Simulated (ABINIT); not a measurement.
A run of ABINIT 10.8.3 (patched build):

Contents of run.abi:

```
# Pseudopotentials
pp_dirpath "./"
pseudos "Ga.upf, P.upf"

# Structure
acell 3*1.0
rprim
     0.0000000000     5.1403888791     5.1403888791
     5.1403888791     0.0000000000     5.1403888791
     5.1403888791     5.1403888791     0.0000000000
ntypat 2
znucl 31 15
natom 2
typat 1 2
xred
     0.0000000000     0.0000000000     0.0000000000
     0.7500000000     0.7500000000     0.7500000000
chkprim 0
chksymtnons 0
tolsym 1.0e-6

# Plane-wave basis
ecut 40.0

# k points
kptopt 1
ngkpt 6 6 6
nshiftk 1
shiftk 0.0 0.0 0.0

# Exchange and correlation
ixc -116133

# Bands and occupations
nband 13
occopt 3
tsmear 0.05 eV

# SCF cycle
nstep 100
tolvrs 1.0e-10

# Output
iomode 3
prtwf 0
prteig 0
prtebands 0
enunit 2
prtden 1
prtvha 1
prtvclmb 1
prtpot 1
prtelf 1
```

Potentials or basis: PseudoDojo NC SR PBEsol v0.4.1 standard.

Launch:

```console
$ mpirun --bind-to none -np 4 abinit run.abi > log 2>&1
```

Hardware: 4 MPI ranks on Arm Neoverse V2, with other jobs on the host.

Question: Estimate the wall time of this run.

Answer: It took 8.2 s on 4 MPI ranks on Arm Neoverse V2, on a shared host, peak memory 0.32 GiB a rank. Counts: scf iterations 12, mpi ranks 4, k points 16, bands 13, plane waves 3302.
